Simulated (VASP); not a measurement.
# PbO: relaxed cell and band gap, by functional and dispersion

PbO, P4/nmm (no. 129), 4 atoms in the cell.

| Functional | Dispersion | Volume (Å³/atom) | Change from the starting volume (fraction) | Gap, path and mesh (eV) | Dispersion term (eV/cell) | Time (s) |
|---|---|---|---|---|---|---|
| PBE | MBD | 20.35 | 0.021 | 1.27 | -0.872 | 164 |
| optB86b-vdW | in the functional | 20.16 | 0.011 | 1.26 | – | 807 |
| PBE | D3 | 20.79 | 0.043 | 1.36 | -0.564 | 282 |
| PBE | dDsC | 20.30 | 0.018 | 1.26 | -0.818 | 348 |

Limits: Spin-orbit coupling is left out, and with elements this heavy it changes the gap.

## Input of the first row

INCAR.step1:
```
SYSTEM = PbO
PREC     = Accurate       ! precision mode
ENCUT    = 600            ! plane-wave cutoff, eV
EDIFF    = 1E-7           ! SCF threshold, eV
ISMEAR   = 0              ! smearing method
SIGMA    = 0.02           ! smearing width, eV
LREAL    = .FALSE.        ! projectors in reciprocal space
LASPH    = .TRUE.         ! aspherical terms in the spheres
GGA_COMPAT= .FALSE.      
ALGO     = Normal         ! electronic algorithm
NELM     = 150            ! most SCF steps
ISIF     = 3              ! what is computed and relaxed
LWAVE    = .FALSE.        ! write WAVECAR
LCHARG   = .FALSE.        ! write CHGCAR
GGA      = PE             ! functional
IVDW     = 202            ! dispersion correction
IBRION   = 2              ! ionic algorithm
EDIFFG   = -0.002         ! ionic threshold
NSW      = 60             ! ionic steps
KPAR     = 4             
```

INCAR.step2, as INCAR.step1 but for:
```
- NSW = 60
+ NSW = 40
```

INCAR.step3, as INCAR.step2 but for:
```
- ISIF = 3
- IBRION = 2
- EDIFFG = -0.002
- NSW = 40
+ ISIF = 2
+ NBANDS = 28
```

KPOINTS:
```
k-points
0
Gamma
  5 5 4
```

KPOINTS_OPT:
```
path GXMGZRAZ,XR,MA
8
line-mode
reciprocal
 0.0000000000  0.0000000000  0.0000000000  G
 0.0000000000  0.5000000000  0.0000000000  X

 0.0000000000  0.5000000000  0.0000000000  X
 0.5000000000  0.5000000000  0.0000000000  M

 0.5000000000  0.5000000000  0.0000000000  M
 0.0000000000  0.0000000000  0.0000000000  G

 0.0000000000  0.0000000000  0.0000000000  G
 0.0000000000  0.0000000000  0.5000000000  Z

 0.0000000000  0.0000000000  0.5000000000  Z
 0.0000000000  0.5000000000  0.5000000000  R

 0.0000000000  0.5000000000  0.5000000000  R
 0.5000000000  0.5000000000  0.5000000000  A

 0.5000000000  0.5000000000  0.5000000000  A
 0.0000000000  0.0000000000  0.5000000000  Z

 0.0000000000  0.5000000000  0.0000000000  X
 0.0000000000  0.5000000000  0.5000000000  R

 0.5000000000  0.5000000000  0.0000000000  M
 0.5000000000  0.5000000000  0.5000000000  A
```

POSCAR.step1:
```
PbO
1.0
    3.9900000000      0.0000000000      0.0000000000
    0.0000000000      3.9900000000      0.0000000000
    0.0000000000      0.0000000000      5.0100000000
Pb O
2 2
Direct
    0.5000000000      0.0000000000      0.7600000000
    0.0000000000      0.5000000000      0.2400000000
    0.5000000000      0.5000000000      0.0000000000
    0.0000000000      0.0000000000      0.0000000000
```

Commands (each step's output is kept before the next begins):
```
cat potpaw_PBE.64/Pb_d/POTCAR potpaw_PBE.64/O/POTCAR > POTCAR
cp INCAR.step1 INCAR
cp POSCAR.step1 POSCAR
mpirun -np 4 vasp_std > vasp.out
cp CONTCAR POSCAR
rm WAVECAR CHG
cp INCAR.step2 INCAR
mpirun -np 4 vasp_std > vasp.out
cp CONTCAR POSCAR
rm WAVECAR CHG
cp INCAR.step3 INCAR
mpirun -np 4 vasp_std > vasp.out
```

Changes of the last row against the first:
```
(all steps)
- IVDW = 202
+ IVDW = 4
```

VASP 6.6.1 took 164 s on 4 cores (Intel Xeon Platinum 8488C (Sapphire Rapids)), a shared host.
